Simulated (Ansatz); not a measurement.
AlN:

```
Al N
1.0
     3.31212    0.00000    0.00000
    -1.65606    2.86838    0.00000
     0.00000    0.00000    4.18756
Al N
2 2
Direct
  0.66667 0.33333 0.25000
  0.33333 0.66667 0.75000
  0.66667 0.33333 0.75000
  0.33333 0.66667 0.25000
```

Measurements of this composition are mostly on another form, of space group No. 186.

Base run:

```yaml
Program: Ansatz 0.2.0
Functional: PBE0
Potentials_or_basis: Ansatz PAW
Cutoff: "420 eV (not typed: the program's choice for these potentials)"
k_mesh: 6 × 6 × 4
Occupations: fermi-dirac, width 0.05 eV
Spin: no spin polarisation
```

Its results: band gap on the k mesh 5.24 eV, direct; pressure -5.8 GPa.

**Question.** The run is repeated on the same cell with these changes: functional from PBE0 to HSE06. What comes out?

**Answer.** Band gap on the k mesh 4.52 eV, direct; pressure -5.8 GPa.

Caveats: the PAW data sets come from PBE, with cores solved anew for the run's functional, which leaves a small shift of forces and pressure; the thresholds are loose for stress.
